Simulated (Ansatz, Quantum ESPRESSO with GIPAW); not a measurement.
## 23Na and 1H NMR of NaH, calculated

Wanted: NMR shieldings for each site of NaH.

**The experiment.** The 1H shift is 3.7 ppm against TMS, in “Coupling Solid-State NMR with GIPAW ab-initio Calculations in Metal Hydrides and Borohydrides” (Franco et al., J. Phys. Chem. C 117, 9991, 2013). The 23Na shift is 18.8 ppm against aqueous Na+, in “Solid-State Nuclear Magnetic Resonance Studies of Lithium and Sodium Metal Batteries” (Zheng et al., J. Phys. Chem. C 128, 18659, 2024), quoting earlier work.

Main program and level: Quantum ESPRESSO with GIPAW 8.0dev (patched build); DFT, PBE, plane-wave PAW (pslibrary 1.0.0 recipes), scalar-relativistic, GIPAW; a patched development version of the program.

This is a report of a sequence of runs, with most program output left out.

### Step 1. Starting point

The structure is cubic, space group Fm-3m (No. 225). The conventional cell has a = 4.880 Å, b = 4.880 Å, c = 4.880 Å, α = 90.00°, β = 90.00°, γ = 90.00°. Na has 6 H at 2.44 Å nearest. Nearest to H lie 6 Na at 2.44 Å. Farther neighbours are not listed.

The cell is an entry of the Crystallography Open Database.

A relaxation of the hydrogen atoms beforehand (Quantum ESPRESSO with GIPAW) moved none by more than 0.003 Å.

### Step 2. The SCF step

First the ground state. The response equations take the occupied wavefunctions as exact, so conv_thr is set much tighter than for an energy. No empty states are asked for: the response is solved without them. The D3 switch adds an energy alone and leaves the states untouched. The mesh has a spacing of 0.28 Å⁻¹ at most. The PAW files were made with ld1.x from the pslibrary 1.0.0 recipes, with GIPAW reconstruction switched on.

scf.in reads:

```
&control
  calculation = 'scf'
  prefix = 'x'
  outdir = './tmp/'
  pseudo_dir = './'
/
&system
  ibrav = 0
  nat = 2
  ntyp = 2
  ecutwfc = 75
  ecutrho = 450
  nbnd = 5
  vdw_corr = 'grimme-d3'
  dftd3_version = 4
/
&electrons
  conv_thr = 1.0d-10
  mixing_beta = 0.7
  electron_maxstep = 100
/
ATOMIC_SPECIES
  Na 22.990 Na.pbe-spn-kjpaw_psl.1.0.0-gipaw.UPF
  H 1.008 H.pbe-kjpaw_psl.1.0.0-gipaw.UPF
CELL_PARAMETERS angstrom
  0.00000000 2.44000000 2.44000000
  2.44000000 0.00000000 2.44000000
  2.44000000 2.44000000 0.00000000
ATOMIC_POSITIONS crystal
  Na 0.00000000 0.00000000 0.00000000
  H 0.50000000 0.50000000 0.50000000
K_POINTS automatic
  8 8 8 0 0 0
```

Started as:

```console
$ mpirun -np 2 pw.x -nk 2 -in scf.in > scf.out
```

Wall time 6.8 s (2 MPI ranks of Intel Xeon 6975P-C (Granite Rapids), shared host); peak memory 0.15 GiB.

It converged in 14 cycles to an estimated accuracy of 6e-11 Ry, on 29 irreducible k-points.

### Step 3. Magnetic response

A uniform field breaks periodicity, so gipaw.x applies it as a wave of small q and takes the limit. It solves for the first-order states, builds the induced current and gets the field at each nucleus by Biot–Savart; the PAW spheres add what the smooth waves miss near the nuclei. pawproj makes the reconstruction use the PAW data sets' own projectors.

nmr.in reads:

```
&inputgipaw
  job = 'nmr'
  prefix = 'x'
  tmp_dir = './tmp/'
  restart_mode = 'from_scratch'
  verbosity = 'low'
  q_gipaw = 0.01
  spline_ps = .true.
  conv_threshold = 1.0d-14
  use_nmr_macroscopic_shape = .true.
  pawproj(1) = .true.
  pawproj(2) = .true.
/
```

Started as:

```console
$ mpirun -np 2 gipaw.x -in nmr.in > nmr.out
```

The job ended after 41 s (2 MPI ranks; peak memory 0.14 GiB; 73 s of CPU time).

The f-sum rule is met to 0.0018 of 7.7 (0.02 %). Converged shieldings require that this miss be small, but a small miss does not prove them.

From the symmetric part of each tensor, with principal values σ11 ≤ σ22 ≤ σ33: σ_iso is their mean, the span is σ33 − σ11 and the skew 3(σ_iso − σ22)/span. (gipaw.x prints an anisotropy in another convention.)

```
site  atom no.  atoms in cell  σ_iso (ppm)  span (ppm)  skew
  Na         1              1        535.5         0.0     -
   H         2              1        21.73        0.00     -
```

The printed totals hold a macroscopic shape term of 4.1 ppm, which is taken off the shieldings here and below (some reference lines add a sphere's term back, as they say). It is the term of a spherical sample, from the valence susceptibility, a rough estimate, since the susceptibility converges slowly and lacks part of the PAW terms. Differences within the crystal don't depend on it, but shieldings of different compounds can't be compared to better than a few ppm without it.

Na and H sit on cubic site symmetry, where the tensor must be isotropic.

How the isotropic values are made up (ppm). The core part is that of the free atom's core; bare is the current of the smooth valence states; the last two are what the PAW spheres add to the diamagnetic and the paramagnetic current:

```
site   core   bare  reconstruction, dia  reconstruction, para
  Na  377.3  128.4                108.3                 -78.4
   H    0.0   20.8                  0.9                   0.0
```

The quadrupolar nuclei (23Na and 2H) sit on sites where the field gradient vanishes by symmetry, so they have no quadrupolar coupling.

### Step 4. From shieldings to shifts

Covalently bonded atoms count as neighbours within 1.18 times the sum of their radii. Otherwise a cation's neighbours lie within 1.2 times its shortest bond (1.3 for large cations, each anion's radius taken off where they differ), and an anion's are the cations that count it.

```
site  atom no.  atoms in cell  surroundings  bonds (Å)  σ_iso (ppm)
  Na         1              1          NaH6      2.440        535.5
   H         2              1  bound to Na6      2.440        21.73
```

### Step 5. Cost against result

Each row names what was changed: another file of one element tests how much hangs on the way the file is built; another cell volume at fixed fractional coordinates shows the pull of bond length.

Changes of σ_iso (ppm) against the run above (PBE, cutoffs 75 and 450 Ry, mesh 8×8×8, 84 s). Times are CPU times of pw.x and gipaw.x together, on 2 MPI ranks of Intel Xeon 6975P-C (Granite Rapids), shared host; on a shared host they are rough.

```
                   run  CPU time  f-sum miss    Na      H
file Na.pbe-spnl-kjpaw      79 s      0.0013  +4.5  -0.01
        volume × 1.040      98 s      0.0018  +3.5  +0.00
```

The largest move is +4.5 ppm, on Na, from file Na.pbe-spnl-kjpaw.

### Step 6. A bad input

For contrast, the same job on a spoilt input.

scf.in: that of step 2 with these lines changed.

```diff
@@ -10,4 +10,4 @@
   ntyp = 2
-  ecutwfc = 75
-  ecutrho = 450
+  ecutwfc = 35
+  ecutrho = 140
   nbnd = 5
```

Started as:

```console
$ mpirun -np 2 pw.x -nk 2 -in scf.in > scf.out
```

This SCF reached its threshold; then the response:

nmr.in is that of step 3.

Started as:

```console
$ mpirun -np 2 gipaw.x -in nmr.in > nmr.out
```

Elapsed: 13 s, on 2 MPI ranks; peak memory 0.1 GiB; 24 s of CPU time.

The run ends without an error, but the fault (a lowered wave cutoff with a density cutoff of only 4 times it) moves σ_iso of Na by -27.8 ppm (both without the shape term); the f-sum rule is missed by 0.24 electrons. Its numbers are not to be used. The smooth density needs four times the wave cutoff, and augmentation charges more.

### Step 7. Comparison with the measured values

Without a fitted line the measured shift still tests the calculation: for an exact theory σ + δ is one number for all compounds of a nucleus, up to the shape term, which is left out of σ and differs by some ppm between compounds.

```
nucleus, site  σ_iso (ppm)  measured δ (ppm)  σ + δ (ppm)  σ + δ of other compounds, same level
        1H, H        21.73               3.7        25.43                 LiH 25.85, MgH2 25.66
     23Na, Na        535.5              18.8        554.3      NaCl 545.4, NaI 538.5, NaF 543.3
```

### Step 8. What came out

| Property | Result |
| --- | --- |
| 23Na shielding without shape term | 535.5 ppm |
| 1H shielding without shape term | 21.73 ppm |

23Na has one site (NaH6), with isotropic shielding 535.5 ppm (shape term left out). A shift needs a reference, δ = σ_ref − σ, fixed on measured compounds; for 23Na of this kind at this level too few were at hand, or they scattered too widely about a line, so none is given. For 1H, σ + δ is 25.43 ppm here and 25.76 ppm on average over 2 other sites: with that reference and slope one the shift would be off by +0.33 ppm. For 23Na, σ + δ is 554.3 ppm here and 542.4 ppm on average over 3 other sites: with that reference and slope one the shift would be off by -11.9 ppm. A finer mesh and a higher cutoff were not carried through on these files. Hydrogen's values are less sure: the bulk susceptibility matters on its narrow scale, and it is treated as a fixed classical nucleus at 0 K. This build of gipaw.x prints that it is not audited and that its numbers are no references by themselves. It also reports spline_ps as false although the input sets it; why was not traced. 2 further runs of this session failed or came with warnings and are not shown (2 stopped by an error).

[Logs are printed without paths, hosts, clocks, repeated set-up lines and the standing remarks that a program may print on its own settings, such as how far it seeks lower states.]

[Hosts, paths, dates, database ids (printed as entryN), source tags and the programs' standing remarks are cut or masked in the printed files.]

[Where no reference line passes its bar on scatter, no shift is given, so a measured shift of this compound may stand uncompared.]
